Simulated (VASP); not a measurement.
Here is a VASP 6.6.1 calculation.

File INCAR:

```
SYSTEM = Sn
PREC = Accurate
ENCUT = 900
EDIFF = 1E-8
ISMEAR = -1
SIGMA = 0.05
LREAL = .False.
LASPH = .True.
NELM = 100
ALGO = Normal
ISIF = 2
LWAVE = .False.
LCHARG = .False.
GGA = PS
NBANDS = 13
ADDGRID = .False.
```

KPOINTS

```
Automatic mesh
0
Gamma
  12 12 12
  0 0 0
```

POSCAR

```
Sn
1.0
   -1.8946518192      1.8946518192      1.8946518192
    1.8946518192     -1.8946518192      1.8946518192
    1.8946518192      1.8946518192     -1.8946518192
Sn
1
Direct
    0.0000000000      0.0000000000      0.0000000000
```

Potentials or basis: VASP PAW PBE potentials, release 64 (Sn_d).

Launch:

```bash
$ cat potpaw_PBE.64/Sn_d/POTCAR > POTCAR
$ mpirun -np 1 vasp_std > vasp.out
```

Task: Estimate the pressure.

Result: -2.3 GPa.

Task: Estimate the band gap on the k mesh.

Result: None (metal or under the smearing width).

Caveat: the PAW data sets were made with another functional, which shifts forces and pressure a little.
